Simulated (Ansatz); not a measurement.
Space group F-43m (No. 216). a = 5.732 Å, b = 5.732 Å, c = 5.732 Å, α = 90.00°, β = 90.00°, γ = 90.00°
```tsv
atom	site	symmetry	x	y	z
Zn	4a	-43m	0.0000	0.0000	0.0000
Se	4d	-43m	0.2500	0.2500	0.7500
```

Equation of state of this ZnSe structure (not necessarily the ground state), with shape and atoms relaxed at each volume where symmetry leaves them free. These are results of Ansatz, DFT PBE, scalar-relativistic, plane waves, PAW, not measurements.

Settings: cutoff 420 eV, Γ-centred mesh 8×8×8 on the computed 2-atom cell, Gaussian smearing of 0.02 eV; no spin polarisation.

```csv
V (Å³/atom),E − E(largest V) (meV/atom),P (GPa),gap on mesh (eV)
20.715,42.07,9.74,1.68
21.421,6.10,6.67,1.54
22.127,-17.41,4.08,1.40
22.833,-30.42,1.88,1.27
23.539,-34.52,0.03,1.15
24.245,-31.11,-1.54,1.04
24.952,-21.30,-2.87,0.93
25.893,0.00,-4.33,0.80
```

Question: Fit a third-order Birch–Murnaghan equation, E = E0 + (9V0B0/16)·[(x − 1)³B0' + (x − 1)²(6 − 4x)] with x = (V0/V)^(2/3), to E(V).

Answer: V0 = 23.55 Å³/atom, B0 = 57 GPa, B0' = 4.5.

It was relaxed from a cell as deposited in COD.
